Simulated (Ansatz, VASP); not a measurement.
**Te: VASP beside Ansatz**

Contents of INCAR:

```
ALGO = Normal
EDIFF = 1E-6
ENCUT = 520
GGA = PS
ISIF = 2
ISMEAR = -1
LASPH = True
LCHARG = False
LREAL = False
LWAVE = False
NBANDS = 9
NELM = 60
PREC = Accurate
SIGMA = 0.05
```

KPOINTS

```
k-points
0
Gamma
  7 7 7
```

File POSCAR:

```
Te
1.0
    2.3192174876      1.3543735364      1.6909537039
   -2.2925911978      1.3082554496      1.6909537039
   -0.0266262899     -2.6626289860      1.6909537039
Te
1
Direct
    0.5000000000      0.5000000000      0.5000000000
```

input.yaml

```yaml
crystal:
  lattice:
    - [2.3192174876, 1.3543735364, 1.6909537039]
    - [-2.2925911978, 1.3082554496, 1.6909537039]
    - [-0.0266262899, -2.662628986, 1.6909537039]
  atoms:
    - { symbol: Te, position: [0.5, 0.5, 0.5] }
hamiltonian:
  xc: pbesol
  pseudopotentials: { kind: paw }
kpoints:
  mp_grid: { grid: [7, 7, 7] }
  band_path:
    path:
      - [[0.0, 0.5, 0.0], [0.0, 0.0, 0.0], [0.0, 0.0, -0.5]]
      - [[0.0, 0.5, -0.5], [0.0, 0.0, 0.0], [-0.5, 0.0, 0.5]]
      - [[-0.5, 0.5, 0.5], [0.0, 0.0, 0.0], [-0.5, 0.0, 0.0]]
      - [[-0.5, 0.5, 0.0], [0.0, 0.0, 0.0]]
    npoints: 14
scf:
  occupations: { method: fermi_dirac, width: 0.05 }
  n_extra_bands: 6
output:
  forces: true
  stress: true
  eigenvalues: true
  fatbands: false
```

This isn't the form of Te at room conditions, which is trigonal, of chains.

Alike in both runs: functional PBEsol; k mesh 7 × 7 × 7; occupations fermi-dirac, width 0.05 eV; no spin polarisation.

|  | VASP | Ansatz |
| --- | --- | --- |
| version | VASP 6.6.1 | Ansatz 0.2.0 |
| potentials or method | VASP PAW PBE potentials, release 64 (Te) | Ansatz PAW |
| plane-wave cutoff (eV) | 520 | 420 |
| valence electrons in the cell | 6 | 16 |
| task | single point | band structure |

```csv
,VASP,Ansatz,Ansatz less VASP
gap on the k mesh at the Fermi level (eV),none,none,-
pressure (GPa),-0.4,-0.4,-0.03
largest component of the traceless stress (GPa),0.32,0.32,-0.002
```

A gap of «none» marks a metal or a gap that the smearing closes. The two sets of potentials don't hold the same shells in valence.

Caveats: the PAW data sets were made with another functional, which shifts forces and pressure a little (VASP); spin-orbit coupling is left out, which moves the levels of the heavy elements (Ansatz); the PAW data sets come from PBE, with cores solved anew for the run's functional, which leaves a small shift of forces and pressure (Ansatz). The runs have no spin-orbit coupling, so splittings on Te are missing.
